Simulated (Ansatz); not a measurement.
Runs of Ansatz 0.2.0 on CdF2. Symmetry: Fm-3m, No. 225, cubic system. Conventional cell: a = 5.388 Å, b = 5.388 Å, c = 5.388 Å, α = 90.00°, β = 90.00°, γ = 90.00°. Cd (site symmetry m-3m) has 8 F at 2.33 Å as nearest neighbours. Around F (site symmetry -43m) lie 4 Cd at 2.33 Å. 

```tsv
task	level	spin	cell	k mesh	cutoff (eV)	smearing	points for each segment of the path	atoms under strain	gap on the mesh (eV)	pressure (GPa)	relaxed volume (Å³/atom)
phonons	PBEsol	off	as given	7 × 7 × 7	420	fixed	-	-	3.00	-	-
band structure	BLYP	off	as given	9 × 9 × 9	420	fermi-dirac 0.05 eV	14	-	3.17	8.6	-
band structure	revPBE	off	as given	9 × 9 × 9	420	fermi-dirac 0.05 eV	14	-	3.29	9.0	-
band structure	r2SCAN	off	as given	9 × 9 × 9	500	fermi-dirac 0.05 eV	14	-	(b)	0.0	-
elastic constants	PBEsol	off	as given	7 × 7 × 7	420	fixed	-	clamped	3.00	-0.2	-
band structure	r2SCAN	SOC, no magnetisation	as given	7 × 7 × 7	500	fermi-dirac 0.05 eV	14	-	3.85	0.0	-
relaxation of cell and atoms	BLYP	off	relaxed	9 × 9 × 9	420	fermi-dirac 0.05 eV	-	-	(a)	0.0	14.11
relaxation of cell and atoms	revPBE	off	relaxed	9 × 9 × 9	420	fermi-dirac 0.05 eV	-	-	2.97	0.0	14.24
```

Alike in all rows: potentials or basis Ansatz PAW.

Estimate the missing entries.

(a) 2.87; (b) 3.82.

Caveats: the PAW data sets come from PBE, with cores solved anew for the run's functional, which leaves a small shift of forces and pressure; odd divisions of the mesh miss points on the zone boundary, where band edges often lie, so the gap on the mesh can be too wide (some runs); the plane-wave basis is chosen anew once the cell has moved, so the energies of steps on either side of that aren't comparable (some runs); the k mesh misses the band edges, so the gap on the mesh is wider than the one along the path (some runs).

A k mesh can miss the band edges, and rows without SOC leave out spin-orbit coupling on Cd.

Runs at the PBE level aren't shown here.
